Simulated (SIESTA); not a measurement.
The system is CdTe.

```
CELL_PARAMETERS angstrom
0.00000 3.20500 3.20500
3.20500 0.00000 3.20500
3.20500 3.20500 0.00000
ATOMIC_POSITIONS crystal
Te 0.75000 0.75000 0.75000
Cd 0.00000 0.00000 0.00000
```

Program: SIESTA 5.4.2. Alike in all runs: task band structure; no spin polarisation; cell as given; k mesh 7 × 7 × 7; smearing fermi-dirac 0.05 eV; grid cutoff 800 Ry; energy shift 0.002 Ry.

Task: Order these runs on this cell by their pressure, lowest first.
A. level AM05; potentials or basis PseudoDojo 0.4 standard (PBEsol files), DZP (energy shift 0.002 Ry)
B. level PBE; potentials or basis PseudoDojo 0.4 standard (PBE files), DZP (energy shift 0.002 Ry)
C. level RPBE; potentials or basis PseudoDojo 0.4 standard (PBE files), DZP (energy shift 0.002 Ry)
D. level LDA; potentials or basis PseudoDojo 0.4 standard (LDA files), DZP (energy shift 0.002 Ry)

Result: D (0.4 GPa), A (2.5 GPa), B (4.7 GPa), C (6.3 GPa).

Caveats: semicore shells carry a single zeta, which can move pressures by several GPa and volumes by a few percent; the basis of atomic orbitals isn't converged, which shifts pressures, moduli and gaps; the potentials were made for another functional, which shifts forces and pressure (some runs).

Not every run made on this cell is shown here.
